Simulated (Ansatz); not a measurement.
# KF: course of a relaxation

These are results of Ansatz, DFT PBEsol, scalar-relativistic, plane waves, PAW, not measurements. Settings: 420 eV cutoff, 8×8×8 k-mesh, Gaussian smearing of 0.02 eV, no spin polarisation.

What was changed in CsI: Cs → K, I → F on all its sites, cell and atoms relaxed.

Input:

```yaml
crystal:
  lattice:
    - [0.0, 2.9229769595, 2.9229769595]
    - [2.9229769595, 0.0, 2.9229769595]
    - [2.9229769595, 2.9229769595, 0.0]
  atoms:
    - { symbol: K, position: [0.0, 0.0, 0.0] }
    - { symbol: F, position: [0.5, 0.5, 0.5] }
basis:
  ecutwfc: 420
kpoints:
  mp_grid: { grid: [8, 8, 8] }
hamiltonian:
  xc: pbesol
scf:
  occupations: { method: gaussian, width: 0.02 }
output:
  forces: true
  stress: true
  eigenvalues: true
relax:
  adjacent_minimum: "off"
  f_tol: 0.01
  max_steps: 60
  cell: { stress_tol: 0.1 }
```

F is the free energy. Steps run on the plane waves of an earlier cell, but the last one, and at times one on the way, on a freshly chosen basis, so a repeated geometry can differ a little in energy.

Steps:

```csv
step,F − F(1) (eV),largest force component (eV/Å),V (Å³/atom),P (GPa)
1,0.0000,0.000,24.973,-4.73
2,-0.1826,0.000,21.562,-3.06
3,-0.2512,0.000,18.417,0.83
4,-0.2508,0.000,19.008,-0.22
5,-0.2515,0.000,18.883,-0.01
6,-0.2465,0.000,18.883,-0.35
7,-0.2478,0.000,18.682,0.03
8,-0.2469,0.000,18.682,-0.01
```

Relaxed structure:

```xyz
2
Lattice="0.0000 2.6534 2.6534 2.6534 0.0000 2.6534 2.6534 2.6534 0.0000" Properties=species:S:1:pos:R:3 pbc="T T T"
K     0.0000    0.0000    0.0000
F     2.6534    2.6534    2.6534
```

It takes space group Fm-3m (No. 225, cubic). Conventional cell: a = 5.307 Å, b = 5.307 Å, c = 5.307 Å, α = 90.00°, β = 90.00°, γ = 90.00°. K (site symmetry m-3m) has 6 F at 2.65 Å as nearest neighbours. Around F (site symmetry m-3m) lie 6 K at 2.65 Å.

The run converged. The run took of the order of 5 core-seconds.